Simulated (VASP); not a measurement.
SrO:

```
Sr O
1.0
     0.00000    2.56630    2.56630
     2.56630    0.00000    2.56630
     2.56630    2.56630    0.00000
Sr O
1 1
Direct
  0.50000 0.50000 0.50000
  0.00000 0.00000 0.00000
```

Base run:

- Program: VASP 6.6.1
- Functional: PBE
- Potentials or basis: VASP PAW PBE potentials, release 64 (Sr_sv, O)
- Cutoff: 520 eV
- k mesh: 9 × 9 × 9
- Occupations: fermi-dirac, width 0.05 eV
- Spin: no spin polarisation

Its results: band gap on the k mesh 3.32 eV, indirect (least direct gap 3.41 eV); pressure 3.9 GPa.

Question: The run is repeated on the same cell with these changes: functional from PBE to PBEsol. What comes out?

Answer: Band gap on the k mesh 3.21 eV, indirect (least direct gap 3.30 eV); pressure 0.1 GPa.

PBEsol binds more tightly than PBE, so the same cell stands under less pressure.

Caveats: the PAW data sets were made with another functional, which shifts forces and pressure a little (some runs).

A k mesh can miss the band edges.

Not every run made on this cell is shown here.
